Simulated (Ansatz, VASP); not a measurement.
This is a calculation of Cs2AgBiBr6 for Ansatz 0.2.0.

input.yaml

```yaml
crystal:
  lattice:
    - [0.0, 5.6161, 5.6161]
    - [5.6161, 0.0, 5.6161]
    - [5.6161, 5.6161, 0.0]
  atoms:
    - { symbol: Bi, position: [0.0, 0.0, 0.0] }
    - { symbol: Cs, position: [0.75, 0.75, 0.75] }
    - { symbol: Cs, position: [0.25, 0.25, 0.25] }
    - { symbol: Ag, position: [0.5, 0.5, 0.5] }
    - { symbol: Br, position: [0.74945, 0.74945, 0.25055] }
    - { symbol: Br, position: [0.25055, 0.25055, 0.74945] }
    - { symbol: Br, position: [0.74945, 0.25055, 0.25055] }
    - { symbol: Br, position: [0.74945, 0.25055, 0.74945] }
    - { symbol: Br, position: [0.25055, 0.74945, 0.74945] }
    - { symbol: Br, position: [0.25055, 0.74945, 0.25055] }
hamiltonian:
  xc: pbesol
  pseudopotentials: { kind: paw }
kpoints:
  mp_grid: { grid: [3, 3, 3] }
scf:
  occupations: { method: fermi_dirac, width: 0.05 }
output:
  forces: true
  stress: true
  eigenvalues: true
relax:
  f_tol: 0.01
  max_steps: 40
  cell: { stress_tol: 0.05 }
```

Potentials or basis: Ansatz PAW.

The run is started by

```bash
$ ansatz run input.yaml --threads 4 --pin off --max-ram 11264MiB --backend cpu --events-out ev --progress --plain --runs-dir out
```

Q: Set up the same calculation for VASP 6.6.1. Potentials there: VASP PAW PBE potentials, release 64 (Bi_d, Cs_sv, Ag, Br).

A: As run (the cutoff follows the program's own potentials):

File INCAR:

```
SYSTEM = Cs2AgBiBr6
PREC = Accurate
ENCUT = 600
EDIFF = 1E-6
ISMEAR = -1
SIGMA = 0.05
LREAL = .False.
LASPH = .True.
NELM = 60
ALGO = Fast
ISIF = 3
LWAVE = .False.
LCHARG = .False.
GGA = PS
IBRION = 2
NSW = 40
EDIFFG = -0.005
```

The input KPOINTS:

```
Automatic mesh
0
Gamma
  3 3 3
  0 0 0
```

File POSCAR:

```
Cs2AgBiBr6
1.0
    0.0000000000      5.6161000000      5.6161000000
    5.6161000000      0.0000000000      5.6161000000
    5.6161000000      5.6161000000      0.0000000000
Bi Cs Ag Br
1 2 1 6
Direct
    0.0000000000      0.0000000000      0.0000000000
    0.7500000000      0.7500000000      0.7500000000
    0.2500000000      0.2500000000      0.2500000000
    0.5000000000      0.5000000000      0.5000000000
    0.7494500000      0.7494500000      0.2505500000
    0.2505500000      0.2505500000      0.7494500000
    0.7494500000      0.2505500000      0.2505500000
    0.7494500000      0.2505500000      0.7494500000
    0.2505500000      0.7494500000      0.7494500000
    0.2505500000      0.7494500000      0.2505500000
```

Potentials or basis: VASP PAW PBE potentials, release 64 (Bi_d, Cs_sv, Ag, Br).

The run is started by

```sh
$ cat potpaw_PBE.64/Bi_d/POTCAR potpaw_PBE.64/Cs_sv/POTCAR potpaw_PBE.64/Ag/POTCAR potpaw_PBE.64/Br/POTCAR > POTCAR
$ mpirun -np 1 vasp_std > vasp.out
```

Both were run:

|  | VASP | Ansatz | Ansatz less VASP |
| --- | --- | --- | --- |
| gap on the k mesh at the Fermi level, each at its own relaxed structure (eV) | 1.75 | 1.75 | -0.001 |
| relaxed volume (Å³/atom) | 35.03 | 35.00 | -0.024 |
| relaxed cell length with the largest relative difference (Å) | 7.912 | 7.911 | -0.0018 |
| energy change over the relaxation (meV/atom) | -4 | -3 | +0.1 |

The two sets of potentials don't hold the same shells in valence.

Caveats: spin-orbit coupling is left out, which as a rule narrows the gap of such compounds by several tenths of an eV; the PAW data sets were made with another functional, which shifts forces and pressure a little (VASP); an odd mesh through Γ misses points on the zone boundary, where band edges often lie (VASP); odd divisions of the mesh miss points on the zone boundary, where band edges often lie, so the gap on the mesh can be too wide (Ansatz); the plane-wave basis is chosen anew once the cell has moved, so the energies of steps on either side of that aren't comparable (Ansatz); the PAW data sets come from PBE, with cores solved anew for the run's functional, which leaves a small shift of forces and pressure (Ansatz). PBEsol gaps usually lie below the measured ones, often by a third to a half.
